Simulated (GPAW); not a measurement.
# Sb (I4/mcm) in GPAW: reference runs

How does Sb come out in PBEsol? The cell is run as given.

All numbers are computed with GPAW 26.7.0; they aren't measurements. Logs are shortened: lines on timing, memory, paths and dates and some standing lists are left out, and cuts for length are marked. The log counts tension as positive stress, the text compression.

**1. Starting point**

The structure is tetragonal, space group I4/mcm (No. 140). Conventional cell: a = 8.060 Å, b = 8.060 Å, c = 4.051 Å, α = 90.00°, β = 90.00°, γ = 90.00°. Sb (site symmetry m2m) is surrounded by 7 Sb at 3.03 to 3.45 Å.

This isn't the form of Sb at room conditions, which is rhombohedral.

**2. Single point, PBEsol**

Input file run.py:

```python
from ase import Atoms
from ase.dft.bandgap import bandgap
from ase.io import write
from ase.units import Bohr, GPa
from gpaw import GPAW, PW, setup_paths
from gpaw.elf import elf_from_dft_calculation

setup_paths.insert(0, '.')

atoms = Atoms(['Sb', 'Sb', 'Sb', 'Sb'],
              cell=[[-4.0300106443, 4.0300106443, 2.0254867038],
                    [4.0300106443, -4.0300106443, 2.0254867038],
                    [4.0300106443, 4.0300106443, -2.0254867038]],
              scaled_positions=[[0.65126306, 0.15126306, 0.80252612],
                                [0.15126306, 0.34873694, 0.5],
                                [0.34873694, 0.84873694, 0.19747388],
                                [0.84873694, 0.65126306, 0.5]],
              pbc=True)

calc = GPAW(mode=PW(600),
            xc='PBEsol',
            kpts={'size': (7, 7, 7), 'gamma': True},
            occupations={'name': 'fermi-dirac', 'width': 0.05},
            nbands=46,
            convergence={'density': 1e-05, 'energy': 1e-05},
            maxiter=150,
            txt='gpaw.txt')
atoms.calc = calc
energy = atoms.get_potential_energy()
forces = atoms.get_forces()
stress = atoms.get_stress()
calc.write('gs.gpw')
write('result.traj', atoms)
print(f'Energy: {energy:.6f} eV')
print('Forces (eV/A):')
print(forces.round(4))
print('Stress (GPa):', (stress / GPa).round(3))
print('Fermi level:', round(calc.get_fermi_level(), 4), 'eV')
print(f'Gap: {bandgap(calc)[0]:.4f} eV, direct: {bandgap(calc, direct=True)[0]:.4f} eV')

# fields on the real-space grid
write('density.cube', atoms, data=calc.get_pseudo_density() * Bohr**3)
write('potential.cube', atoms, data=calc.get_electrostatic_potential())
write('elf.cube', atoms, data=elf_from_dft_calculation(calc).data)
```

Potentials or basis: PAW data sets generated in the run's folder for this functional, pw.

Command:

```bash
gpaw-setup -f PBEsol Sb
OMP_NUM_THREADS=1 python run.py
```

gpaw.txt:

```text
__  _  _
 | _ |_)|_||  |
 |__||  | ||/\| - 26.7.0

Input parameters:
  mode=PW(ecut=600.0),
  convergence={'density': 1e-05, 'energy': 1e-05},
  kpts=MonkhorstPack(size=(7, 7, 7), gamma=True),
  maxiter=150,
  nbands=46,
  occupations=Occupations(name='fermi-dirac', width=0.05),
  xc=XC(name='PBEsol')

Diagonalizing LCAO Hamiltonian
Converting LCAO to pw mode

         Sb
           Sb
           Sb
             Sb

Atoms  # Å, Bohr magnetons
|   | symbol |        x |         y |         z |    initial magnetic moments |
|---|--------|----------|-----------|-----------|-----------------------------|
| 0 |     Sb | 1.219183 |  5.249194 | -0.000000 | ( 0.0000,  0.0000,  0.0000) |
| 1 |     Sb | 2.810827 |  1.219183 |  0.000000 | ( 0.0000,  0.0000,  0.0000) |
| 2 |     Sb | 2.810827 | -1.219183 |  2.025487 | ( 0.0000,  0.0000,  0.0000) |
| 3 |     Sb | 1.219183 |  2.810827 |  2.025487 | ( 0.0000,  0.0000,  0.0000) |

Unit cell  # Å
| periodic |         x |         y |         z |  lengths |     angles |
|----------|-----------|-----------|-----------|----------|------------|
|      yes | -4.030011 |  4.030011 |  2.025487 | 6.048518 |  96.438697 |
|      yes |  4.030011 | -4.030011 |  2.025487 | 6.048518 |  96.438697 |
|      yes |  4.030011 |  4.030011 | -2.025487 | 6.048518 | 140.870341 |

Number of symmetries: 8
Symmetry operations  # r_c * U_cc + t_c -> r_c
|   | kind |            matrix            |
|---|------|------------------------------|
| 0 |  C4  |  1, 1, 1,  0, 0,-1, -1, 0, 0 |
| 1 |  E   |  1, 0, 0,  0, 1, 0,  0, 0, 1 |
| 2 |  C2  |  0, 1, 0,  1, 0, 0, -1,-1,-1 |
| 3 |  S4  |  0, 0, 1, -1,-1,-1,  0, 1, 0 |
| 4 |  C4  |  0, 0,-1,  1, 1, 1,  0,-1, 0 |
| 5 |  σ   |  0,-1, 0, -1, 0, 0,  1, 1, 1 |
| 6 |  i   | -1, 0, 0,  0,-1, 0,  0, 0,-1 |
| 7 |  S4  | -1,-1,-1,  0, 0, 1,  1, 0, 0 |

BZ-sampling:
  Number of BZ points: 343
  Number of IBZ points: 52

  Monkhorst-Pack size: [7, 7, 7]
  Monkhorst-Pack shift: [0, 0, 0]

K-points  # in reciprocal-cell coordinates
|     |                                coordinates |     weight |
|-----|--------------------------------------------|------------|
|   0 | (  0.00000000,   0.00000000,   0.00000000) | 0.00291545 |
|   1 | (  0.14285714,  -0.14285714,   0.00000000) | 0.01166181 |
|   2 | (  0.14285714,  -0.14285714,   0.14285714) | 0.01166181 |
|   3 | (  0.14285714,   0.00000000,   0.00000000) | 0.02332362 |
|   4 | (  0.14285714,   0.14285714,  -0.14285714) | 0.00583090 |
|   5 | (  0.28571429,  -0.28571429,  -0.14285714) | 0.01166181 |
|   6 | (  0.28571429,  -0.28571429,   0.00000000) | 0.01166181 |
|   7 | (  0.28571429,  -0.28571429,   0.14285714) | 0.01166181 |
|   8 | (  0.28571429,  -0.28571429,   0.28571429) | 0.01166181 |
|   9 | (  0.28571429,  -0.14285714,  -0.14285714) | 0.02332362 |
| ... |                                            |            |
|  51 | (  0.42857143,   0.42857143,   0.42857143) | 0.02332362 |

Plane wave coefficients: 4413
Cutoff: 600.0 eV

Spin-components: 1 (collinear spins)
Bands:           46
Projectors:      24
Spin-degeneracy: 2
Datatype:        complex128

Parallelization:
  kpt:    1
  domain: 1
  band:   1

Density:
  Valence electrons: 60.0
  Components: 1
  Grid points: [35 35 35]
  Charge: 0.0  # |e|

Potential:
  Grid points: [35 35 35]

species:
  Sb:
    name:    Antimony
    Z:       51.0
    valence: 15
    core:    36
    charge:  0.0  # [|e|]
    compensation charges:
      type: gauss
      rc: 0.36  # [Å]
      lmax: 2
    cutoffs:
      filter: 2.23  # [Å]
      core: 2.23  # [Å]
    projectors
    | kind |    occ | energy [eV] | rcut [Å] |
    |------|--------|-------------|----------|
    |   5s |  2.000 |     -12.861 |    1.154 |
    |   5p |  3.000 |      -4.846 |    1.233 |
    |   4d | 10.000 |     -33.456 |    1.196 |
    |    s |        |      14.351 |    1.154 |
    |    p |        |      22.365 |    1.233 |
    |    d |        |      -6.245 |    1.196 |

    Using partial waves for Sb as LCAO basis

Reference energy: -704819.133848  # eV

eigensolver:
  PPCG
  Converge bands: occupied
  niter=2

density mixing:
  MSR1-Mixer
  Pratt-step length: 0.05
  Maximum mixing coefficient: 0.75
  Old densities: 10
  SVD Regularization: 0.005
  Good broyden scale: 1.0
  Trust region scale: 1.0
  Backstep threshold: 4.0
  History deletion threshold: 6.0
  Fourier metric: weight=20.0, sigma=0.015

occupation numbers:
  Fermi-Dirac:
    width: 0.0500  # eV

poisson solver:
  ecut: 4800.0  # eV

xc functional:
  name: PBEsol with 2 nearest neighbor stencil

convergence criteria:
- Maximum integral of absolute [dens]ity change: 1e-05 electrons / valence electron
- Maximum [total energy] change in last 3 cyles: 1e-05 eV / valence electron
- Maximum integral of absolute [eigenst]ate change: 4e-08 eV^2 / valence electron
maximum number of iterations: 150

SCF iterations
|iter     | |      energy | eigst |  dens |
|---------|-|-------------|-------|-------|
|iter:   1| |  -18.054438 | +0.73 |       |
|iter:   2| |  -18.286971 | -0.98 | -1.77 |
|iter:   3| |  -18.393847 | -1.39 | -1.78 |
|iter:   4| |  -18.265149 | -2.02 | -1.79 |
|iter:   5| |  -18.264802 | -3.27 | -2.24 |
|iter:   6| |  -18.263195 | -3.86 | -2.54 |
|iter:   7| |  -18.262992 | -4.91 | -3.02 |
|iter:   8| |  -18.262969c| -5.71 | -3.43 |
|iter:   9| |  -18.262970c| -6.51 | -4.65 |
|iter:  10| |  -18.262970c| -7.40c| -5.06c|

Converged in 10 steps
Energy contributions relative to reference atoms: (reference = -704819.133848)

Energy contributions:
  Kinetic:          -4.806929
  Coulomb:           2.121114
  Zero:              0.661452
  External:          0.000000
  Xc:              -16.225909
  Entropy:          -0.025395
  Spinorbit:         0.000000
  ----------------------------
  Free energy:     -18.275667
  Extrapolated:    -18.262970

dipole moment: (-0.000002, -0.000002, -0.000001)  # |e|*Ang

Fermi level: 5.637
Eigenvalues  # (at kpt = [0.000, 0.000, 0.000])
| band index |      eig [eV] | occ [0-2] |
|------------|---------------|-----------|
|          0 |       -23.480 |     2.000 |
|        ... |               |           |
|         24 |         0.850 |     2.000 |
|         25 |         4.082 |     2.000 |
|         26 |         4.513 |     2.000 |
|         27 |         4.513 |     2.000 |
|         28 |         4.617 |     2.000 |
|         29 |         4.706 |     2.000 |
[... 8 lines left out ...]
|         38 |        12.736 |     0.000 |
|         39 |        12.736 |     0.000 |
|        ... |               |           |
|         45 |        17.477 |     0.000 |

No gap
No difference between direct/indirect transitions

Forces  # eV/Ang
|        x |        y |        z |
|----------|----------|----------|
| -0.03502 | -0.03501 |  0.00000 |  # Sb   0
|  0.03501 | -0.03502 |  0.00000 |  # Sb   1
|  0.03502 |  0.03501 |  0.00000 |  # Sb   2
| -0.03501 |  0.03502 | -0.00000 |  # Sb   3

Stress tensor  # eV/Ang^3
|        x |         y |         z |
|----------|-----------|-----------|
| 0.006530 |  0.000000 |  0.000000 |
| 0.000000 |  0.006530 | -0.000000 |
| 0.000000 | -0.000000 |  0.005963 |

# Writing to gs.gpw (mode='')
```

It took 4.3 min on 1 thread of Arm Neoverse V2, shared host; peak memory 0.4 GiB.

Results:

| Item | Value |
| --- | --- |
| Free energy | -18.2757 eV |
| Pressure | -1.0 GPa |
| Largest force | 0.050 eV/Å |
| Band gap on the k mesh | none (metal or under the smearing width) |

Forces in eV/Å, atoms in the order of the input:
```
Sb  -0.035 -0.035  0.000
Sb   0.035 -0.035  0.000
Sb   0.035  0.035  0.000
Sb  -0.035  0.035  0.000
```

Levels at points of the mesh, in eV from the Fermi level:
```csv
k point,band 27,band 28,band 29,band 30,band 31,band 32,band 33,band 34
"(0.00, 0.00, 0.00)",-1.12,-1.12,-1.02,-0.93,-0.93,-0.38,2.61,2.61
```

Caveat: the program warned that so skewed a cell can give wrong results.
